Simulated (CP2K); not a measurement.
**ZnO (zincite): band structure with TB-mBJ**

**Measured values to compare with.**

From “Electronic structure of alkaline earth and post-transition metal oxides”, 2009, arxiv:0908.1581, for a bulk crystal of ZnO: band gap 3.37 eV.

ZnO (zincite):

```xyz
4
Lattice="3.2493 0.0000 0.0000 -1.6247 2.8140 0.0000 0.0000 0.0000 5.2057" Properties=species:S:1:pos:R:3 pbc="T T T"
Zn    1.6247    0.9380    0.0000
Zn    0.0000    1.8760    2.6029
O     0.0000    1.8760    4.5759
O     1.6247    0.9380    1.9730
```

- Program: CP2K 2026.2
- Task: band structure
- Functional: TB-mBJ
- Potentials or basis: POTENTIAL_UZH Zn GTH-PBE-q12, O GTH-PBE-q6; TZVP-MOLOPT-PBE-GTH basis
- Density cutoff: 11565 eV
- k mesh: 9 × 9 × 5
- Occupations: fermi-dirac, width 0.1 eV
- Spin: no spin polarisation
- SCF solver: diagonalisation with k points
- Quickstep method: GPW
- EPS_DEFAULT: 1.0E-9
- EPS_SCF: 1.0E-6
- MAX_SCF: 100
- SCF_GUESS: ATOMIC
- k points reduced by the point group: yes
- Mesh centred on Gamma: yes
- CHOLESKY: OFF
- EPS_EIGVAL: 1.0E-7
- MIXING METHOD: BROYDEN_MIXING
- MIXING ALPHA: 0.4
- NBUFFER: 8
- NGRIDS: 4
- Basis sets: Zn TZVP-MOLOPT-PBE-GTH-q12, O TZVP-MOLOPT-PBE-GTH-q6
- Potentials: Zn GTH-PBE-q12 of POTENTIAL_UZH, O GTH-PBE-q6 of POTENTIAL_UZH
- ADDED_MOS: [14]
- Points a segment of the path (NPOINTS): 6
- Bands added on the path: 6
- MPI ranks: 2
- REL_CUTOFF (Ry): 60 Ry
- MIXING BETA (1/bohr): 1.5 1/bohr
- CUTOFF of the grids: 850 Ry

```
Band gap along the path : none (metal or under the smearing width)
Mulliken charges        : Zn +0.99; O -0.99 e
```

Levels at the corners of the path, in eV from the Fermi level:
```csv
point,band 16,band 17,band 18,band 19,band 20,band 21
Γ,-0.51,-0.39,-0.23,-0.23,3.87,7.41
M,-2.40,-1.34,-1.17,4.51,5.96,6.90
K,-1.95,-1.86,-1.86,6.52,6.52,7.01
Γ,-0.51,-0.39,-0.23,-0.23,3.87,7.41
A,-0.68,-0.68,-0.68,2.19,2.19,9.04
L,-1.74,-1.63,-1.63,4.63,4.63,7.42
H,-2.47,-1.59,-1.59,6.77,6.77,7.30
A,-0.68,-0.68,-0.68,2.19,2.19,9.04
L,-1.74,-1.63,-1.63,4.63,4.63,7.42
M,-2.40,-1.34,-1.17,4.51,5.96,6.90
K,-1.95,-1.86,-1.86,6.52,6.52,7.01
H,-2.47,-1.59,-1.59,6.77,6.77,7.30
```

Wall time 5.6 min on 2 MPI ranks on Arm Neoverse V1, with other jobs on the host.

Against the measured gap of ZnO, 3.37 eV (quoted in “Electronic structure of alkaline earth and post-transition metal oxides”, 2009, arxiv:0908.1581), the calculated 0.00 eV is off by -3.37 eV. So large a miss can be the level of theory's own, or it may mean another phase, state or a wrong row. The value is that of TB-mBJ in an atomic basis (POTENTIAL_UZH Zn GTH-PBE-q12, O GTH-PBE-q6; TZVP-MOLOPT-PBE-GTH basis), whose error adds to the functional's,, without temperature or zero-point motion.

Caveat: Mulliken charges move with the basis; this is a model potential without an energy functional, so only levels have meaning; the basis of atomic orbitals isn't converged, which shifts pressures, moduli and gaps.
